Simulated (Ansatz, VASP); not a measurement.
One calculation of TiS2, two programs

The input POSCAR:

```
TiS2
1.0
    3.4120000000      0.0000000000      0.0000000000
   -1.7060000000      2.9548786800      0.0000000000
    0.0000000000      0.0000000000      5.6950000000
Ti S
1 2
Direct
    0.0000000000      0.0000000000      0.0000000000
    0.3333333333      0.6666666667      0.2500000000
    0.6666666667      0.3333333333      0.7500000000
```

The input INCAR.step1:

```
PREC = Accurate ; ENCUT = 520
EDIFF = 1E-5 ; ISMEAR = 0
SIGMA = 0.01 ; LREAL = F
LASPH = T ; NELM = 100
ALGO = Normal ; ISIF = 2
LWAVE = T ; LCHARG = F
GGA = PE ; NBANDS = 19
```

Contents of INCAR.step2:

```
PREC = Accurate ; ENCUT = 520
EDIFF = 1E-6 ; ISMEAR = 0
SIGMA = 0.01 ; LREAL = F
LASPH = T ; NELM = 100
ALGO = Normal ; ISIF = 2
LWAVE = F ; LCHARG = F
METAGGA = R2SCAN ; LHFCALC = T
AEXX = 0.1 ; LMIXTAU = T
PRECFOCK = Normal ; HFRCUT = -1
ISTART = 1 ; NBANDS = 19
```

File KPOINTS:

```
Automatic mesh
0
Gamma
  5 5 3
```

Input for Ansatz:

```yaml
crystal:
  lattice:
    - [3.412, 0.0, 0.0]
    - [-1.706, 2.95487868, 0.0]
    - [0.0, 0.0, 5.695]
  atoms:
    - { symbol: Ti, position: [0.0, 0.0, 0.0] }
    - { symbol: S, position: [0.3333333333333333, 0.6666666666666666, 0.25] }
    - { symbol: S, position: [0.6666666666666666, 0.3333333333333333, 0.75] }
accuracy: medium
basis:
  ecutwfc: 530.0
kpoints:
  mp_grid:
    grid: [5, 5, 3]
    shift: [0.0, 0.0, 0.0]
hamiltonian:
  xc: r2scanh
scf:
  convergence:
    dr2_threshold: 1.0e-07
  occupations:
    method: fixed
output:
  eigenvalues: true
```

Alike in both runs: task single point; functional r2SCANh; k mesh 5 × 5 × 3; no spin polarisation.

|  | VASP | Ansatz |
| --- | --- | --- |
| version | VASP 6.6.1 | Ansatz 0.2.0 |
| potentials or method | VASP PAW PBE potentials, release 64 (Ti_sv, S) | plane waves, PAW |
| plane-wave cutoff (eV) | 520 | 530 |
| occupations | gaussian, width 0.01 eV | fixed |
| valence electrons in the cell | 24 | 24 |

```csv
,VASP,Ansatz,Ansatz less VASP
gap on the k mesh at the Fermi level (eV),0.69,0.66,-0.028
```

Ansatz warned: «metallic_iterate».

Caveats: the k mesh is coarse (spacing up to 0.43 Å⁻¹), so the values aren't converged, least of all with exact exchange; an odd mesh through Γ misses points on the zone boundary, where band edges often lie.
